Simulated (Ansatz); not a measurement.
The calculation used DFT PBE, scalar-relativistic, plane waves, PAW (Ansatz). Settings: cutoff 420 eV, Γ-centred meshes spaced at most about 0.3 Å⁻¹, and about 0.25 Å⁻¹ or finer for metals (2π included), Gaussian smearing. No spin polarisation in the final relaxations.

Temperature and zero-point effects are left out. All come from trial cells, and lower structures may exist.

Question: These unrelaxed guesses for InP are each relaxed within their symmetry. Order them by the energy at which they end, lowest first.
A.

Space group Cmmm (No. 65). a = 3.764 Å, b = 4.861 Å, c = 4.945 Å, α = 90.00°, β = 90.00°, γ = 90.00°
| atom | site | symmetry | x | y | z |
| --- | --- | --- | --- | --- | --- |
| In | 2c | mmm | 0.5000 | 0.0000 | 0.5000 |
| P | 2a | mmm | 0.0000 | 0.0000 | 0.0000 |

B.

Space group P6_3/mmc (No. 194). a = 4.006 Å, b = 4.006 Å, c = 5.306 Å, α = 90.00°, β = 90.00°, γ = 120.00°
```tsv
atom	site	symmetry	x	y	z
In	2c	-6m2	0.3333	0.6667	0.2500
P	2a	-3m.	0.0000	0.0000	0.0000
```

C.

Space group P4mm (No. 99). a = 4.156 Å, b = 4.156 Å, c = 2.654 Å, α = 90.00°, β = 90.00°, γ = 90.00°
| atom | site | symmetry | x | y | z |
| --- | --- | --- | --- | --- | --- |
| In | 1b | 4mm | 0.5000 | 0.5000 | 0.5206 |
| P | 1a | 4mm | 0.0000 | 0.0000 | 0.9207 |

D.

Space group Cmcm (No. 63). a = 4.409 Å, b = 11.130 Å, c = 4.174 Å, α = 90.00°, β = 90.00°, γ = 90.00°
```csv
atom,site,symmetry,x,y,z
In,4c,m2m,0.0000,0.4170,0.2500
P,4c,m2m,0.0000,0.1380,0.2500
```

Answer: B (ends in P6_3/mmc, anti-nickel arsenide type, 0 meV/atom), D (ends in Cmcm, 26 meV/atom), C (ends in P4/mmm, 125 meV/atom), A (ends in Cmmm, 218 meV/atom). Even the lowest end lies +0.11 eV/atom against the elements.

No dispersion correction is applied, so the spacing and binding between layers, chains or molecules are poorly described (Cmcm, Cmmm), and this can change margins and order among such cells. Cells relaxed within their symmetry can be saddle points. The part of the Crystallography Open Database at hand lists InP in space groups No. 216, 225; no cell shown has one of them. Some types were kept out of the candidates beforehand, so the set may lack a known form.
